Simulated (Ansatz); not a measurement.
Cubic perovskite LaAlO3 (cubic high-temperature phase) was calculated with revPBE in Ansatz (PAW).

Numerical settings: plane-wave cutoff 520 eV, 10×10×10 k mesh, Fermi–Dirac smearing 0.01 eV, scalar-relativistic PAW data made under PBE.

Properties against volume:

```tsv
V (Å³/atom)	P (GPa)	direct gap at Γ (eV)	smallest gap on the k mesh (eV)
10.600	12.88	3.705	3.624
10.825	8.13	3.690	3.586
11.051	3.86	3.674	3.548
11.276	0.01	3.657	3.511
11.502	-3.45	3.639	3.475
11.727	-6.57	3.619	3.439
11.953	-9.38	3.598	3.404
```

The fundamental gap (3.51 eV at the equilibrium volume, with added k points) lies elsewhere than Γ–Γ.

Note: the relaxation could not lower the start's symmetry, so the cell can be a saddle point above a distorted one.

Spin–orbit coupling is not included.

Ansatz is a first-principles code.
